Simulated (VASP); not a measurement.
# Results of a VASP single-point calculation on SnSe2 (strained 1T (CdI2) bulk)

POSCAR

```
Sn Se
 1.0000000000000000
     3.7868978365315642    0.0000000000288675    0.0000000000000000
    -1.8934489182907821    3.2795497279582313    0.0000000000000000
     0.0000000000000000    0.0000000000000000    6.2872481314000002
 Sn  Se
   1   2
Cartesian
  0.0000000000000000  0.0000000000000000  0.0000000000000000
 -0.0000000000166664  2.1863664853151095  1.5887995544979083
  1.8934489182574490  1.0931832426719885  4.6984485769020914
```

* gap between bands v and c: 0.59 eV
* least direct gap: 1.18 eV
* largest force: 0.28 eV/Å

Band v is the last that the valence electrons fill when counted band by band, and c is the next. Levels in eV from the top of v:

```csv
point,v−1,v,c,c+1
Γ,-0.25,-0.25,1.10,3.15
M,-1.33,-0.29,1.14,3.75
K,-1.61,-1.61,1.21,6.22
A,-0.10,-0.10,2.54,3.07
L,-0.89,-0.66,0.67,4.09
H,-0.52,-0.52,2.27,4.43
```

Problem. Which of these levels of theory gave these results?
A. HSE06
B. PBE with spin–orbit coupling
C. PBE
D. LDA
E. PBE0
F. r²SCAN
G. PBEsol

Solution. C.

The INCAR was:

```
LASPH = .TRUE.
NSW = 0
NELM = 120
LCHARG = .TRUE.
EDIFF = 1E-7
LREAL = .FALSE.
SIGMA = 0.02
IBRION = -1
ISIF = 2
GGA = PE
NBANDS = 20
LELF = .TRUE.
PREC = Accurate
ISMEAR = -1
LWAVE = .FALSE.
ENCUT = 520
```
